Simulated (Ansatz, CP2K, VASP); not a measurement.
# One calculation of C, 3 ways

```
C
1.0
     2.52210    0.00000    0.00000
    -1.26105    2.18420    0.00000
     0.00000    0.00000    8.23710
C
8
Direct
  0.66667 0.33333 0.84375
  0.33333 0.66667 0.34375
  0.66667 0.33333 0.65625
  0.33333 0.66667 0.15625
  0.00000 0.00000 0.90625
  0.00000 0.00000 0.40625
  0.00000 0.00000 0.59375
  0.00000 0.00000 0.09375
```

Alike in all runs: task single point; functional PBE; k mesh 12 × 12 × 4; occupations gaussian, width 0.011 eV; no spin polarisation; no spin-orbit coupling. Pressure is positive in compression and, in plane waves, holds the error of the finite cutoff, which Ansatz's Pulay term estimates and takes out.

| program and potentials | plane-wave cutoff (eV) | notes | band gap (eV) | pressure (GPa) | largest force (eV/Å) |
| --- | --- | --- | --- | --- | --- |
| Ansatz, Ansatz PAW | 420 | Pulay term of +1.04 GPa included | 4.42 | 2.26 | 0.329 |
| VASP, PBE PAW files C, 520 eV | 520 | - | ? | ? | ? |
| CP2K, POTENTIAL_UZH C GTH-PBE-q4; TZVP-MOLOPT-PBE-GTH basis | - | atomic basis | 4.86 | 4.32 | 0.339 |

Task: Estimate from the other rows what the run with VASP, PBE PAW files C, 520 eV gave.

Result: Band gap 4.41 eV; pressure 2.93 GPa; largest force 0.329 eV/Å. The other rows, which needn't bracket it: band gap 4.42 to 4.86; pressure 2.26 to 4.32; largest force 0.329 to 0.339.
